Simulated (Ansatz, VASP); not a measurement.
**One calculation of SnO2, two programs**

```xyz
6
Lattice="4.6238 0.0000 0.0000 0.0000 4.6239 0.0000 0.0000 0.0000 3.3814" Properties=species:S:1:pos:R:3 pbc="T T T"
Sn    2.3119    2.3119    1.6907
Sn    0.0000    0.0000    0.0000
O     1.4243    1.4243    0.0000
O     3.7362    0.8876    1.6907
O     0.8876    3.7362    1.6907
O     3.1995    3.1996    0.0000
```

Alike in both runs: task single point; functional LDA; k mesh 6 × 6 × 8; occupations gaussian, width 0.02 eV; no spin polarisation.

|  | VASP | Ansatz |
| --- | --- | --- |
| version | VASP 6.6.1 | Ansatz 0.2.0 |
| potentials or method | VASP PAW LDA potentials, release 64 (Sn_d, O) | scalar-relativistic, plane waves, PAW |
| plane-wave cutoff (eV) | 520 | 420 |
| valence electrons in the cell | 52 | 52 |

Ansatz gave:

| Property | Result |
| --- | --- |
| gap on the k mesh at the Fermi level (eV) | 0.78 |
| least direct gap on the mesh (eV) | 0.78 |
| pressure (GPa) | -5.3 |
| largest component of the traceless stress (GPa) | 10.64 |
| rms of the force components (eV/Å) | 0.000 |

Problem. What did VASP give for the same quantities?

Solution. gap on the k mesh at the Fermi level (eV): 0.82; least direct gap on the mesh (eV): 0.82; pressure (GPa): -4.4; largest component of the traceless stress (GPa): 10.55; rms of the force components (eV/Å): 0.005.

Atom by atom the forces differ by 0.005 eV/Å (rms over components). Ansatz warned: «near_symmetry_operations_not_taken».

Caveats: spin-orbit coupling is left out, which moves the levels of the heavy elements. LDA gaps usually lie below the measured ones, often by a third to a half.
